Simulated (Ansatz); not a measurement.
**BAs: pressure up to the limit of the methods**

One table from this session's results is given with a row withheld; the runs are named, their logs left out.

Method: DFT PBEsol, with the methods named in each step, in Ansatz 0.2.0.

## Starting point

Symmetry: F-43m, No. 216, cubic system. Conventional cell: a = 4.812 Å, b = 4.812 Å, c = 4.812 Å, α = 90.00°, β = 90.00°, γ = 90.00°. Around B (site symmetry -43m) lie 4 As at 2.08 Å. As (site symmetry -43m) has 4 B at 2.08 Å in its first shell of neighbours.

Coordinates:

```cif
data_structure
_symmetry_space_group_name_H-M 'F-43m'
_symmetry_Int_Tables_number 216
_cell_length_a 4.8124
_cell_length_b 4.8124
_cell_length_c 4.8124
_cell_angle_alpha 90.000
_cell_angle_beta 90.000
_cell_angle_gamma 90.000
_cell_volume 111.45
loop_
_atom_site_label
_atom_site_type_symbol
_atom_site_symmetry_multiplicity
_atom_site_Wyckoff_symbol
_atom_site_fract_x
_atom_site_fract_y
_atom_site_fract_z
_atom_site_occupancy
B1 B 4 a 0.00000 0.00000 0.00000 1
As1 As 4 d 0.25000 0.25000 0.75000 1
```

The file gives the conventional cell by its symmetry; the runs use the cell typed in the input.

Whether this phase is the stable one at these pressures isn't tested.

Atoms are numbered in the order of the input: B1, As2.

The first run:

File input.yaml:

```yaml
crystal:
  lattice:
    - [0.0, 2.4061959241, 2.4061959241]
    - [2.4061959241, 0.0, 2.4061959241]
    - [2.4061959241, 2.4061959241, 0.0]
  atoms:
    - { symbol: B, position: [0.0, 0.0, 0.0] }
    - { symbol: As, position: [0.25, 0.25, 0.25] }
kpoints:
  mp_grid: { grid: [14, 14, 14] }
scf:
  occupations: { method: fermi_dirac, width: 0.05 }
hamiltonian:
  xc: pbesol
  pseudopotentials: { kind: paw }
output:
  forces: true
  stress: true
  write_density: true
  write_potential: true
  elf: true
  volumetric_format: npy
relax:
  f_tol: 0.005
  max_steps: 40
  cell: {}
```

Run with:

```
ansatz run input.yaml --threads 1 --pin off --max-ram 2048MiB --backend cpu --events-out ev --progress --plain --runs-dir out
```

Steps of the session up to this table: Cell relaxed at zero pressure, PAW; Volume scaled by 1, PAW; Volume scaled by 0.94, PAW; Volume scaled by 0.94, PAW (cutoff 600 eV); Volume scaled by 0.88, PAW; Volume scaled by 0.8, PAW; Volume scaled by 0.72, PAW; Volume scaled by 0.64, PAW; Volume scaled by 0.64, PAW (level accurate); Volume scaled by 0.55, PAW; Volume scaled by 0.55, PAW (cutoff 250 eV).

One table of the session follows, with a row left open; its other results are not shown here.

```
              method  volume over the first  volume (Å³/atom)  pressure (GPa)  gap on the k mesh (eV)
                 PAW                      1            13.546            0.03                    1.10
                 PAW                   0.94            12.733            9.88                    1.03
                 PAW                   0.88            11.920           23.27                    0.96
                 PAW                    0.8            10.837           49.00                    0.85
                 PAW                   0.72             9.753           88.50                    0.72
                 PAW                   0.64             8.669          150.67                    0.60
                 PAW                   0.55             7.450          269.06                    0.44
 PAW (cutoff 250 eV)                   0.55                 ?               ?                       ?
 PAW (cutoff 600 eV)                   0.94            12.733            9.87                    1.03
PAW (level accurate)                   0.64             8.669          150.76                    0.60
```

**Question.** Estimate the row for PAW (cutoff 250 eV), 0.55.

**Answer.** volume (Å³/atom): 7.450; pressure (GPa): 271.02; gap on the k mesh (eV): 0.44.

Caveats from the session: Warnings in the runs' records: cutoff below recommended.
